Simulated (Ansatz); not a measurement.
InSe: computed DOS

```xyz
4
Lattice="2.0000 1.1547 8.3167 -2.0000 1.1547 8.3167 0.0000 -2.3094 8.3167" Properties=species:S:1:pos:R:3 pbc="T T T"
In    0.0000    0.0000    0.0000
In    0.0000    0.0000    2.7994
Se    0.0000    0.0000   15.3567
Se    0.0000    0.0000   20.7085
```

The cell is COD entry 1534648, which may be a prediction rather than a measurement; nothing was relaxed.

Spin–orbit coupling is left out, though it moves levels of the heavy atoms by tenths of an eV or more.

Level of theory: DFT, PBEsol, all-electron LAPW, scalar-relativistic in Ansatz 0.2.0.

Numerical set-up: a Γ-centred 7×7×7 k mesh, Fermi–Dirac smearing of 0.01 eV, basis error target 1 meV/atom, no spin polarisation.

(1) Which of the resolved shells contributes most in the top eV of the valence band?

(2) Tabulate the density of states.

## Answers

(1) Se 4p, with 68 % of all states there; In 5p follows with 21 %.

(2) States per eV and cell, averaged over 0.6 eV, from -5.8 to 3.6 eV, with energies (bin centres) from the valence-band top; empty bins are left out. The partial columns, the largest 3 alone, are projections on Löwdin-orthogonalised atomic shells (those that the program's projection atoms carry: the occupied ones and, for some elements, an empty d or f shell; other empty shells have no column), summed over atoms of an element. Weights on diffuse s and p shells depend on that basis and aren't pure angular character.
```json
{"E (eV)": "-5.6", "total": "1.56", "Se 4p": "0.79", "In 5p": "0.20", "In 5s": "0.52"}
{"E (eV)": "-5.0", "total": "0.84", "Se 4p": "0.42", "In 5p": "0.08", "In 5s": "0.27"}
{"E (eV)": "-4.4", "total": "0.76", "Se 4p": "0.40", "In 5p": "0.03", "In 5s": "0.25"}
{"E (eV)": "-3.8", "total": "2.17", "Se 4p": "1.34", "In 5p": "0.63", "In 5s": "0.12"}
{"E (eV)": "-3.2", "total": "2.30", "Se 4p": "1.59", "In 5p": "0.57", "In 5s": "0.08"}
{"E (eV)": "-2.6", "total": "4.05", "Se 4p": "2.94", "In 5p": "0.90", "In 5s": "0.10"}
{"E (eV)": "-2.0", "total": "4.12", "Se 4p": "3.20", "In 5p": "0.75", "In 5s": "0.07"}
{"E (eV)": "-1.4", "total": "2.89", "Se 4p": "1.83", "In 5p": "0.80", "In 5s": "0.18"}
{"E (eV)": "-0.8", "total": "1.12", "Se 4p": "0.73", "In 5p": "0.26", "In 5s": "0.08"}
{"E (eV)": "-0.2", "total": "0.20", "Se 4p": "0.14", "In 5p": "0.04", "In 5s": "0.01"}
{"E (eV)": "1.0", "total": "0.10", "Se 4p": "0.03", "In 5p": "0.03", "In 5s": "0.03"}
{"E (eV)": "1.6", "total": "2.38", "Se 4p": "0.77", "In 5p": "0.80", "In 5s": "0.55"}
{"E (eV)": "2.2", "total": "3.43", "Se 4p": "1.20", "In 5p": "0.82", "In 5s": "1.11"}
{"E (eV)": "2.8", "total": "0.77", "Se 4p": "0.15", "In 5p": "0.37", "In 5s": "0.16"}
{"E (eV)": "3.4", "total": "2.40", "Se 4p": "0.39", "In 5p": "1.49", "In 5s": "0.11"}
```
